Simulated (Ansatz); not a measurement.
**BaTiO3: a stretch of c alone**

Aim: apply a stretch of c alone to BaTiO3 from -3 to +3 %, where the rest of the cell is held and the atoms relax, and follow energy, stress and any gap.

Method: DFT r2SCAN, scalar-relativistic, plane waves, PAW, in Ansatz 0.2.0.

## Step 1: The structure to begin with

Symmetry: Pm-3m, No. 221, cubic system. The conventional cell has a = 4.008 Å, b = 4.008 Å, c = 4.008 Å, α = 90.00°, β = 90.00°, γ = 90.00°. Around Ba (site symmetry m-3m) lie 12 O at 2.83 Å. Ti (site symmetry m-3m) has 6 O at 2.00 Å as nearest neighbours. Around O (site symmetry 4/mmm) lie 2 Ti at 2.00 Å and 4 Ba at 2.83 Å.

Structure file:

```xyz
5
Lattice="4.0077 0.0000 0.0000 0.0000 4.0077 0.0000 0.0000 0.0000 4.0077" Properties=species:S:1:pos:R:3 pbc="T T T"
Ba    2.0038    2.0038    2.0038
Ti    0.0000    0.0000    0.0000
O     2.0038    0.0000    0.0000
O     0.0000    2.0038    0.0000
O     0.0000    0.0000    2.0038
```

The structure comes from the Materials Project (structure only).

(A quick probe on a coarse mesh, which set the mesh and smearing, is not shown.)

## Step 3: Relaxing cell and atoms

The input, input.yaml:

```yaml
crystal:
  lattice:
    - [4.0076816357, 0.0, 0.0]
    - [0.0, 4.0076816357, 0.0]
    - [0.0, 0.0, 4.0076816357]
  atoms:
    - { symbol: Ba, position: [0.5, 0.5, 0.5] }
    - { symbol: Ti, position: [0.0, 0.0, 0.0] }
    - { symbol: O, position: [0.5, 0.0, 0.0] }
    - { symbol: O, position: [0.0, 0.5, 0.0] }
    - { symbol: O, position: [0.0, 0.0, 0.5] }
basis:
  ecutwfc: 500
kpoints:
  mp_grid: { grid: [8, 8, 8] }
hamiltonian:
  xc: r2scan
scf:
  occupations: { method: gaussian, width: 0.02 }
output:
  forces: true
  stress: true
  eigenvalues: true
relax:
  adjacent_minimum: "off"
  f_tol: 0.005
  max_steps: 80
  cell: { stress_tol: 0.05 }
```

The run is started by

```sh
$ ansatz run input.yaml --threads 1 --pin off --max-ram 2560MiB --backend cpu --events-out ev --progress --plain --runs-dir out
```

Further runs follow: zero strain; band edges over the zone; At -1.0 %; band edges over the zone at -1.0 %; At +1.0 %; band edges over the zone at +1.0 %; At -2.0 %; the gap over the whole zone at -2.0 %; strain +2.0 %; band edges over the zone at +2.0 %; strain -3.0 %; seeking the band edges at -3.0 %; the cell strained by +3.0 %; seeking the band edges at +3.0 %.

What does the calculation give? Wanted: relaxed cell; volume; formation energy; (1/V) d²E/dε² at zero strain, cubic fit; gap shift, negative and positive side.

**Answer**, as computed:

| quantity | value |
| --- | --- |
| relaxed cell | a = 3.994 Å, b = 3.994 Å, c = 3.994 Å, α = 90.00°, β = 90.00°, γ = 90.00° |
| space group (0.01 Å) | Pm-3m (No. 221) |
| volume | 12.74 Å³/atom |
| formation energy (elements from runs with the same settings, not shown) | -3.40 eV/atom |
| largest energy cost | 12.5 meV/atom at -3.0 % |
| (1/V) d²E/dε² at zero strain, cubic fit | 317 GPa |
| gap shift, negative and positive side | -4, -45 meV per % |

**Reading.** Relaxation lowered the volume by 1.0 %. From the curvature follows the elastic constant along c at held a and b: 317 GPa. Compression by 3 % costs 12.5 meV/atom and stretching 10.2. The gap runs from 2.18 eV at -3.0 % through 2.17 to 2.04 eV at +3.0 %.
